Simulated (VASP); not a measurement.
**HgTe (Coloradoite): band structure with r2SCAN**

HgTe (Coloradoite):

```
Hg Te
1.0
     0.00000    3.25801    3.25801
     3.25801    0.00000    3.25801
     3.25801    3.25801    0.00000
Hg Te
1 1
Direct
  0.00000 0.00000 0.00000
  0.25000 0.25000 0.25000
```

- Program: VASP 6.6.1
- Task: band structure
- Functional: r2SCAN
- Potentials or basis: VASP PAW PBE potentials, release 64 (Hg, Te)
- Cutoff: 520 eV
- k mesh: 10 × 10 × 10
- Occupations: gaussian, width 0.03 eV
- Spin: no spin polarisation
- Further INCAR settings: ALGO = Normal; EDIFF = 1e-06

```json
{
 "Pressure": "1.2 GPa",
 "Band gap along the path": "none (metal or under the smearing width)"
}
```

Levels at the corners of the path, in eV from the Fermi level:
```
point  band 6  band 7  band 8  band 9  band 10  band 11  band 12  band 13
    Γ   -6.97   -0.49   -0.01   -0.01    -0.01     4.60     4.60     4.60
    X   -6.51   -5.46   -2.26   -2.26     2.08     2.79     8.61     9.33
    X   -6.51   -5.46   -2.26   -2.26     2.08     2.79     8.61     9.33
    W   -6.35   -5.54   -2.63   -2.55     3.31     4.89     5.74     6.51
    W   -6.35   -5.54   -2.63   -2.55     3.31     4.89     5.74     6.51
    K   -6.43   -5.48   -2.89   -1.88     2.47     4.30     7.40     7.61
    K   -6.43   -5.48   -2.89   -1.88     2.47     4.30     7.40     7.61
    Γ   -6.97   -0.49   -0.01   -0.01    -0.01     4.60     4.60     4.60
    Γ   -6.97   -0.49   -0.01   -0.01    -0.01     4.60     4.60     4.60
    L   -6.66   -5.49   -0.98   -0.98     0.94     5.39     5.39     7.15
    L   -6.66   -5.49   -0.98   -0.98     0.94     5.39     5.39     7.15
    U   -6.43   -5.48   -2.89   -1.88     2.47     4.30     7.40     7.61
    U   -6.43   -5.48   -2.89   -1.88     2.47     4.30     7.40     7.61
    W   -6.35   -5.54   -2.63   -2.55     3.31     4.89     5.74     6.51
    W   -6.35   -5.54   -2.63   -2.55     3.31     4.89     5.74     6.51
    L   -6.66   -5.49   -0.98   -0.98     0.94     5.39     5.39     7.15
    L   -6.66   -5.49   -0.98   -0.98     0.94     5.39     5.39     7.15
    K   -6.43   -5.48   -2.89   -1.88     2.47     4.30     7.40     7.61
    U   -6.43   -5.48   -2.89   -1.88     2.47     4.30     7.40     7.61
    X   -6.51   -5.46   -2.26   -2.26     2.08     2.79     8.61     9.33
```

Run time: 120 s on 4 MPI ranks on Intel(R) Xeon(R) Platinum 8488C (Sapphire Rapids), with other jobs on the host, peak memory 0.26 GiB a rank.

Caveat: the PAW data sets were made with another functional, which shifts forces and pressure a little; spin-orbit coupling is left out, which moves the levels of the heavy elements.
